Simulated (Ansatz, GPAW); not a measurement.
# Li: programs and potentials compared

```
CELL_PARAMETERS angstrom
-1.75465 1.75465 1.75465
1.75465 -1.75465 1.75465
1.75465 1.75465 -1.75465
ATOMIC_POSITIONS crystal
Li 0.00000 0.00000 0.00000
```

Alike in all runs: task single point; functional PBE; k mesh 11 × 11 × 11; occupations gaussian, width 0.022 eV; no spin polarisation; no spin-orbit coupling. Pressure is positive in compression and, in plane waves, holds the error of the finite cutoff, which Ansatz's Pulay term estimates and takes out.

```csv
program and potentials,plane-wave cutoff (eV),notes,pressure (GPa)
"Ansatz, Ansatz PAW",420,3 valence electrons an atom on average,-0.81
"Ansatz, all-electron LAPW, scalar-relativistic",-,-,?
"GPAW, GPAW PAW data sets (gpaw-data 1.2.1)",800,1 valence electrons an atom on average,-0.79
```

Q: Estimate from the other rows what the run with Ansatz, all-electron LAPW, scalar-relativistic gave.

A: Pressure -0.80 GPa. The other rows, which needn't bracket it: pressure -0.81 to -0.79.
